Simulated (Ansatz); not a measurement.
Wanted: the native input for an Ansatz 0.2.0 run.

| Property | Result |
| --- | --- |
| Task | single point |
| Functional | PBEsol |
| Potentials or basis | Ansatz PAW |
| Cutoff | 420 eV (not typed: the program's choice for these potentials) |
| k mesh | 5 × 7 × 4 |
| Occupations | fermi-dirac, width 0.05 eV |
| Spin | collinear spin, ferromagnetic start |
| Starting moments | [1.25, 1.25, 1.25, 1.25, 0.0, 0.0, 0.0, 0.0] μB |
| Fixed moment | 5 μB |

The system is SiNi.

```
CELL_PARAMETERS angstrom
5.17310 0.00000 0.00000
0.00000 3.33810 0.00000
0.00000 0.00000 5.60490
ATOMIC_POSITIONS crystal
Ni 0.99221 0.75000 0.81248
Ni 0.50779 0.25000 0.31248
Ni 0.49221 0.75000 0.68752
Ni 0.00779 0.25000 0.18752
Si 0.67872 0.25000 0.91750
Si 0.82128 0.75000 0.41750
Si 0.17872 0.25000 0.58250
Si 0.32128 0.75000 0.08250
```

These files were run (other wordings do the same):

input.yaml

```yaml
crystal:
  lattice:
    - [5.1731, 0.0, 0.0]
    - [0.0, 3.3381, 0.0]
    - [0.0, 0.0, 5.6049]
  atoms:
    - { symbol: Ni, position: [0.99221, 0.75, 0.81248], spin: 1.25 }
    - { symbol: Ni, position: [0.50779, 0.25, 0.31248], spin: 1.25 }
    - { symbol: Ni, position: [0.49221, 0.75, 0.68752], spin: 1.25 }
    - { symbol: Ni, position: [0.00779, 0.25, 0.18752], spin: 1.25 }
    - { symbol: Si, position: [0.67872, 0.25, 0.9175] }
    - { symbol: Si, position: [0.82128, 0.75, 0.4175] }
    - { symbol: Si, position: [0.17872, 0.25, 0.5825] }
    - { symbol: Si, position: [0.32128, 0.75, 0.0825] }
hamiltonian:
  xc: pbesol
  pseudopotentials: { kind: paw }
magnetization:
  spin_polarized: true
  initial_magnetization: 5.0
  spin_locking: { lock_magnetization: hard }
kpoints:
  mp_grid: { grid: [5, 7, 4] }
scf:
  occupations: { method: fermi_dirac, width: 0.05 }
  lower_state_search: "off"
output:
  forces: true
  stress: true
  eigenvalues: true
  write_density: true
  write_potential: true
  elf: true
  volumetric_format: npy
```

Potentials or basis: Ansatz PAW.

Run with:

```console
$ ansatz run input.yaml --threads 4 --pin off --max-ram 11264MiB --backend cpu --events-out ev --progress --plain --runs-dir out
```

Results of the run:

```
Pressure        : 5.5 GPa
Largest force   : 0.298 eV/Å
Net moment      : 5.00 μB per cell
Absolute moment : 5.00 μB per cell
Site moments    : Ni +0.76; Si +0.19 μB
```

Caveat: the total moment is fixed, so each spin has its own Fermi level; the PAW data sets come from PBE, with cores solved anew for the run's functional, which leaves a small shift of forces and pressure; the thresholds are loose for stress.

Wall time 11 s on 4 threads of Arm Neoverse V2, with other jobs on the host, peak memory 0.64 GiB.
